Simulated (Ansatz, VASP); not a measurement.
**One calculation of Be, two programs**

The input INCAR:

```
  ALGO = Normal
  EDIFF = 1E-8
  ENCUT = 520
  GGA = PE
  ISIF = 2
  ISMEAR = -1
  LASPH = True
  LCHARG = False
  LEFG = True
  LREAL = False
  LWAVE = False
  NBANDS = 7
  NELM = 100
  PREC = Accurate
  SIGMA = 0.03
```

File KPOINTS:

```
k-points
0
Gamma
  23 23 23
```

File POSCAR:

```
Be
1.0
   -1.2907145798      1.2531209513      1.2531209513
    1.2531209513     -1.2907145798      1.2531209513
    1.2531209513      1.2531209513     -1.2907145798
Be
1
Direct
    0.0000000000      0.0000000000      0.0000000000
```

Input for Ansatz:

```yaml
crystal:
  lattice:
    - [-1.2907145798, 1.2531209513, 1.2531209513]
    - [1.2531209513, -1.2907145798, 1.2531209513]
    - [1.2531209513, 1.2531209513, -1.2907145798]
  atoms:
    - { symbol: Be, position: [0.0, 0.0, 0.0] }
kpoints:
  mp_grid: { grid: [23, 23, 23] }
scf:
  occupations: { method: fermi_dirac, width: 0.03 }
hamiltonian:
  xc: pbe
  pseudopotentials: { kind: paw }
output:
  forces: true
  stress: true
  eigenvalues: true
  efg: { contact_densities: true }
```

Change from the starting cell: equal xy, yz and zx shear strains of -3 %, PAW files.

Alike in both runs: task electric field gradients; functional PBE; k mesh 23 × 23 × 23; occupations fermi-dirac, width 0.03 eV; no spin polarisation.

|  | VASP | Ansatz |
| --- | --- | --- |
| version | VASP 6.6.1 | Ansatz 0.2.0 |
| potentials or method | VASP PAW PBE potentials, release 64 (Be) | PAW with Ansatz's default frozen-core files, scalar-relativistic |
| plane-wave cutoff (eV) | 520 | 420 |
| valence electrons in the cell | 2 | 2 |

VASP gave:

| Item | Value |
| --- | --- |
| pressure (GPa) | -0.1 |
| largest component of the traceless stress (GPa) | 6.46 |
| Vzz of the field gradient on the site that differs most (V/Å²) | -0.9 |

What did Ansatz give for the same quantities?

Pressure (GPa): -0.3; largest component of the traceless stress (GPa): 6.45; Vzz of the field gradient on the site that differs most (V/Å²): -0.9.

The functional is the same, so the differences come from potentials, cutoffs and numerics.
